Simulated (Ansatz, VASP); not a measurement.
**One calculation of Ag, two programs**

```
Ag
1.0
     2.81476    0.00000    0.00000
    -1.40738    2.43765    0.00000
     0.00000    0.00000    4.60536
Ag
2
Direct
  0.33333 0.66667 0.25000
  0.66667 0.33333 0.75000
```

Alike in both runs: functional LDA; k mesh 16 × 16 × 9; occupations fermi-dirac, width 0.1 eV; no spin polarisation.

Ansatz relaxed the structure, and its values are those at the end. VASP's run is a single point on that final structure, the one shown.

|  | VASP | Ansatz |
| --- | --- | --- |
| version | VASP 6.6.1 | Ansatz 0.2.0 |
| potentials or method | VASP PAW LDA potentials, release 64 (Ag) | PAW with Ansatz's default frozen-core files, scalar-relativistic |
| plane-wave cutoff (eV) | 520 | 420 |
| valence electrons in the cell | 22 | 38 |

|  | VASP | Ansatz | Ansatz less VASP |
| --- | --- | --- | --- |
| pressure (GPa) | 2.3 | 2.2 | -0.13 |

The two sets of potentials don't hold the same shells in valence.
